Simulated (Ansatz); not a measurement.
GaAs: how the free axis answers a strain

GaAs, F-43m, a = 5.658 Å. Ansatz: PBEsol, PAW, 420 eV, Γ-centred 10×10×6 mesh on 4 atoms, Gaussian smearing 0.01 eV; no spin polarisation. Series: biaxial strain in the a-b plane, c and atoms relaxed; x is the strain in per cent. The axes a, b, c are those of the computed cell (4.001, 4.001, 5.658 Å), along [1 1 0], [-1 1 0], [0 0 1] of the cell named above. y is the change of c in per cent of 5.658 Å.

| x (%) | y (%) |
| --- | --- |
| -6.0 | ? |
| -4.0 | 3.55 |
| -2.0 | 1.81 |
| 0.0 | 0.00 |
| 2.0 | -1.79 |
| 4.0 | -3.66 |
| 6.0 | -5.63 |

Problem. Fit y = c1 x + c2 x² to the other rows, say what c1 measures, and predict the missing y.

Solution. Least squares on the rows shown. y = −0.9050 x − 0.004832 x². With no stress along c, c1 = −2C12/C11 = -0.905. At x = -6.0 the fit asked for gives 5.26 %. The run gave 5.27 %, so the fit is 0.01 % too low, within the rms miss on the fitted rows (0.03 %).